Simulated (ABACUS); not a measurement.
GaN in ABACUS: the effect of functional

GaN:

```
Ga N
1.0
     0.00000    2.29770    2.29770
     2.29770    0.00000    2.29770
     2.29770    2.29770    0.00000
Ga N
1 1
Direct
  0.00000 0.00000 0.00000
  0.25000 0.25000 0.25000
```

The cell is a database's computed one.

The cell isn't the ideal one: volume scaled by 1.06.

Alike in all runs:

| Quantity | Value |
| --- | --- |
| Program | ABACUS 3.10.1 |
| Task | equation of state |
| Potentials or basis | SG15 ONCV 1.2 PBE |
| Cutoff | 1143 eV |
| Density cutoff | 4572 eV |
| Basis | plane waves |
| k mesh | 7 × 7 × 7 |
| Occupations | fermi-dirac, width 0.05 eV |
| Spin | no spin polarisation |

**Question.** One run gave: gap on the mesh 1.52 eV; pressure -1.1 GPa. Which functional did it use?
A. TPSS
B. PBEsol
C. PBE
D. RPBE
E. WC

**Answer.** D.

| functional | gap on the mesh (eV) | pressure (GPa) |
| --- | --- | --- |
| LDA | 1.16 | -13.5 |
| PBE | 1.40 | -4.8 |
| PBEsol | 1.28 | -9.4 |
| WC | 1.27 | -9.2 |
| RPBE | 1.52 | -1.1 |
| SCAN | 1.39 | -11.8 |
| TPSS | 1.38 | -5.9 |

Caveats: the potentials were made for another functional, which shifts forces and pressure (some runs).

